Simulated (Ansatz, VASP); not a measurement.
# One calculation of CoO, two programs

```
Co O
1.0
     0.00000    2.15955    2.15955
     2.15955    0.00000    2.15955
     2.15955    2.15955    0.00000
Co O
1 1
Direct
  0.00000 0.00000 0.00000
  0.50000 0.50000 0.50000
```

Change from the starting cell: volume scaled by 1.04, crystal datasets.

Alike in both runs: task electric field gradients; functional PBE; k mesh 16 × 16 × 16; occupations fermi-dirac, width 0.05 eV; collinear spin.

|  | VASP | Ansatz |
| --- | --- | --- |
| version | VASP 6.6.1 | Ansatz 0.2.0 |
| potentials or method | VASP PAW PBE potentials, release 64 (Co, O), cutoff 520 eV | all-electron PAW with datasets made for the crystal, scalar-relativistic |

|  | VASP | Ansatz | Ansatz less VASP |
| --- | --- | --- | --- |
| pressure (GPa) | -8.3 | -8.0 | +0.31 |
| net moment per atom (μB) | 1.49 | 1.49 | +0.005 |
| size of the moment on the site where the two differ most (μB) | 2.60 | 2.54 | -0.062 |
| Vzz of the field gradient on the site that differs most (V/Å²) | 0.0 | 0.0 | 0.00 |

Site moments also hang on the region over which each program counts them. Ansatz ran all-electron here, so the differences hold the error of VASP's frozen core and of both bases.

Caveats: a cell with one magnetic atom can't hold antiferromagnetic order, which such compounds often take.
